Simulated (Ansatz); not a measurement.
Se from a database of computed structures, 3 atoms and 48 valence electrons in a cell of about 80 Å³, was run 9 times in the PAW code Ansatz, each time on 1 × NVIDIA H100 80GB HBM3 with 4 threads of AMD EPYC 7R13 Processor (Zen 3), with other jobs on the host.

```tsv
run	k mesh	irreducible k	cutoff (eV)	plane waves	bands	SCF iterations	wall time	peak host memory (GiB)
G0W0, PBE, 240 empty bands, 120 eV	6×6×4	24	420	1547	29	6	2.1 min	1.8
G0W0, PBE, 596 empty bands, 220 eV	6×6×4	24	420	1547	29	6	?	?
G0W0, PBE, 1095 empty bands, 300 eV	6×6×4	24	420	1547	29	6	?	?
G0W0, HSE06, 596 empty bands, 220 eV	6×6×4	24	420	1547	29	13	4.1 min	3.5
G0W0, r2SCAN, 596 empty bands, 220 eV	6×6×4	24	500	2053	29	6	2.7 min	3.4
G0W0, PBE0, 596 empty bands, 220 eV	6×6×4	24	420	1547	29	14	?	?
G0W0, PBE, 596 empty bands, 220 eV, plasmon pole	6×6×4	24	420	1547	29	6	90 s	6.6
G0W0, PBE, 130 empty bands, 80 eV	12×12×6	100	420	1547	29	6	6.1 min	2.3
G0W0, PBE, 596 empty bands, 220 eV, norm-conserving	6×6×4	24	1170	7271	29	7	?	?
```

Q: What time and memory did the runs marked ? need?

A:
```tsv
run	wall time	peak host memory (GiB)
G0W0, PBE, 1095 empty bands, 300 eV	4.1 min	5.7
G0W0, PBE0, 596 empty bands, 220 eV	3.2 min	3.5
G0W0, PBE, 596 empty bands, 220 eV	3 min	3.3
G0W0, PBE, 596 empty bands, 220 eV, norm-conserving	120 s	4.7
```
